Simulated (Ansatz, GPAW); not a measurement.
This is a calculation of SiC (Moissanite 3C) for Ansatz 0.2.0. 

File input.yaml:

```yaml
crystal:
  lattice:
    - [0.0, 2.179, 2.179]
    - [2.179, 0.0, 2.179]
    - [2.179, 2.179, 0.0]
  atoms:
    - { symbol: Si, position: [0.0, 0.0, 0.0] }
    - { symbol: C, position: [0.75, 0.75, 0.75] }
kpoints:
  mp_grid: { grid: [10, 10, 10] }
scf:
  occupations: { method: gaussian, width: 0.05 }
hamiltonian:
  xc: pbesol
  pseudopotentials: { kind: all_electron, lapw: { basis_error: 0.001 } }
output:
  forces: true
  stress: true
  eigenvalues: true
```

Potentials or basis: all-electron LAPW, scalar-relativistic.

Run with:

```console
$ ansatz run input.yaml --threads 1 --pin off --max-ram 3072MiB --backend cpu --events-out ev --progress --plain --runs-dir out
```

Problem. What does the same run look like in GPAW 26.7.0 (ASE script)? Potentials or basis there: PAW data sets generated for this functional, cutoff 800 eV.

Solution. As run (cutoffs and basis follow the program's own potentials, and thresholds, step limits or extra output files can differ):

File run.py:

```python
from ase import Atoms
from ase.dft.bandgap import bandgap
from ase.io import write
from ase.units import Bohr, GPa
from gpaw import GPAW, PW, setup_paths
from gpaw.elf import elf_from_dft_calculation

setup_paths.insert(0, '.')

atoms = Atoms(['Si', 'C'],
              cell=[[0.0, 2.179, 2.179],
                    [2.179, 0.0, 2.179],
                    [2.179, 2.179, 0.0]],
              scaled_positions=[[0.0, 0.0, 0.0],
                                [0.75, 0.75, 0.75]],
              pbc=True)

calc = GPAW(mode=PW(800),
            xc='PBEsol',
            kpts={'size': (10, 10, 10), 'gamma': True},
            occupations={'name': 'methfessel-paxton', 'order': 0, 'width': 0.05},
            nbands=11,
            convergence={'density': 1e-05, 'energy': 1e-05},
            maxiter=150,
            txt='gpaw.txt')
atoms.calc = calc
energy = atoms.get_potential_energy()
forces = atoms.get_forces()
stress = atoms.get_stress()
calc.write('gs.gpw')
write('result.traj', atoms)
print(f'Energy: {energy:.6f} eV')
print('Forces (eV/A):')
print(forces.round(4))
print('Stress (GPa):', (stress / GPa).round(3))
print('Fermi level:', round(calc.get_fermi_level(), 4), 'eV')
print(f'Gap: {bandgap(calc)[0]:.4f} eV, direct: {bandgap(calc, direct=True)[0]:.4f} eV')

# fields on the real-space grid
write('density.cube', atoms, data=calc.get_pseudo_density() * Bohr**3)
write('potential.cube', atoms, data=calc.get_electrostatic_potential())
write('elf.cube', atoms, data=elf_from_dft_calculation(calc).data)
```

Potentials or basis: PAW data sets generated in the run's folder for this functional, pw.

Launch:

```sh
$ gpaw-setup -f PBEsol C Si
$ OMP_NUM_THREADS=1 python run.py
```

Both were run:

|  | Ansatz | GPAW |
| --- | --- | --- |
| Pressure | -0.2 GPa | 1.0 GPa |

Where Ansatz's input types no cutoff or centring, it takes its own default and a Γ-centred mesh.

Pressure is positive in compression.
